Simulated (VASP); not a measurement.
# Si: band structure with TPSS

The system is Si.

```
Si
1.0
     2.62054    0.00000    0.00000
    -1.31027    2.26946    0.00000
     0.00000    0.00000    2.46635
Si
1
Direct
  0.00000 0.00000 0.00000
```

This isn't the form of Si at room conditions, which is diamond.

```yaml
Program: VASP 6.6.1
Task: band structure
Functional: TPSS
Potentials_or_basis: VASP PAW PBE potentials, release 64 (Si)
Cutoff: 520 eV
k_mesh: 12 × 12 × 11
Occupations: fermi-dirac, width 0.05 eV
Spin: no spin polarisation
Further_INCAR_settings: ALGO = Normal; EDIFF = 1e-06; NBANDS = 8
```

The pressure is -0.2 GPa and the band gap along the path is none (metal or under the smearing width).

Stress tensor (GPa, compression positive):
```
-1.47  0.00  0.00
 0.00 -1.47  0.00
 0.00  0.00  2.20
```

Levels at the corners of the path, in eV from the Fermi level:
```
point  band 1  band 2  band 3  band 4  band 5  band 6
    Γ  -14.20    7.44    8.15   10.57   10.57   12.25
    M   -7.65   -6.83    5.27    6.47   13.14   15.14
    M   -7.65   -6.83    5.27    6.47   13.14   15.14
    K   -5.70   -4.60   -4.60   14.20   15.50   17.29
    K   -5.70   -4.60   -4.60   14.20   15.50   17.29
    Γ  -14.20    7.44    8.15   10.57   10.57   12.25
    Γ  -14.20    7.44    8.15   10.57   10.57   12.25
    A   -9.23   -7.28   14.28   14.28   14.99   14.99
    A   -9.23   -7.28   14.28   14.28   14.99   14.99
    L   -2.91   -2.14   -1.81    1.39    9.00   12.42
    L   -2.91   -2.14   -1.81    1.39    9.00   12.42
    H   -1.03   -0.76   -0.76    1.22    3.74    3.74
    H   -1.03   -0.76   -0.76    1.22    3.74    3.74
    A   -9.23   -7.28   14.28   14.28   14.99   14.99
    L   -2.91   -2.14   -1.81    1.39    9.00   12.42
    M   -7.65   -6.83    5.27    6.47   13.14   15.14
    K   -5.70   -4.60   -4.60   14.20   15.50   17.29
    H   -1.03   -0.76   -0.76    1.22    3.74    3.74
```

Wall time 76 s on 1 thread of Intel(R) Xeon(R) Platinum 8375C CPU @ 2.90GHz (Ice Lake) (shared host), peak memory 0.13 GiB.

Caveat: the PAW data sets were made with another functional, which shifts forces and pressure a little.
